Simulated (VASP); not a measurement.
PbSe (Clausthalite): relaxation of cell and atoms with LDA

The system is PbSe (Clausthalite).

```xyz
2
Lattice="0.0000 3.0606 3.0606 3.0606 0.0000 3.0606 3.0606 3.0606 0.0000" Properties=species:S:1:pos:R:3 pbc="T T T"
Pb    0.0000    0.0000    0.0000
Se    3.0606    3.0606    3.0606
```

```yaml
Program: VASP 6.6.1
Task: relaxation of cell and atoms
Functional: LDA
Potentials_or_basis: VASP PAW LDA potentials, release 64 (Pb_d, Se)
Cutoff: 600 eV
k_mesh: 8 × 8 × 8
Occupations: fermi-dirac, width 0.05 eV
Spin: no spin polarisation
Further_INCAR_settings: ALGO = Normal; EDIFF = 1e-07; IBRION = 2; EDIFFG = -0.005; NSW = 60; ISIF = 3
```

The relaxed volume is 27.61 Å³/atom and the relaxed cell is a = 4.274 Å, b = 4.274 Å, c = 4.274 Å, α = 60.00°, β = 60.00°, γ = 60.00°. The space group after relaxing (to 0.05 Å) is Fm-3m (No. 225) and the energy gained by relaxing is 6.8 meV/atom. The ionic steps are 3. The pressure after relaxing is 0.0 GPa and the band gap on the k mesh is 0.03 eV, direct.

Step by step:
| step | energy change (eV) | largest force (eV/Å) | pressure (GPa) | volume (Å³) |
| --- | --- | --- | --- | --- |
| 1 | 0.0000 | 0.0000 | -2.00 | 57.34 |
| 2 | -0.0116 | 0.0000 | 0.85 | 54.43 |
| 3 | -0.0136 | 0.0000 | 0.00 | 55.22 |

Final structure:
```
Pb Se
1.0
     0.00000    3.02238    3.02238
     3.02238    0.00000    3.02238
     3.02238    3.02238    0.00000
Pb Se
1 1
Direct
  0.00000 0.00000 0.00000
  0.50000 0.50000 0.50000
```

Levels at points of the mesh, in eV from the valence-band top:
```tsv
k point	band 8	band 9	band 10	band 11	band 12	band 13
(0.00, 0.00, 0.00)	-2.08	-2.08	-2.08	4.65	4.65	4.65
(0.50, 0.00, 0.00)	-1.63	-1.63	0.00	0.03	1.49	1.49
(0.50, 0.50, 0.00)	-5.38	-3.52	-3.52	3.42	5.62	5.62
```

Run time: 40 s on 1 thread of Intel(R) Xeon(R) Platinum 8559C (Emerald Rapids), on a shared host, peak memory 0.18 GiB.

The cell as given is a measured one (28.67 Å³/atom); LDA puts the equilibrium volume -3.7 % from it, thermal expansion not counted.

Caveat: spin-orbit coupling is left out, which as a rule narrows the gap of such compounds by several tenths of an eV.
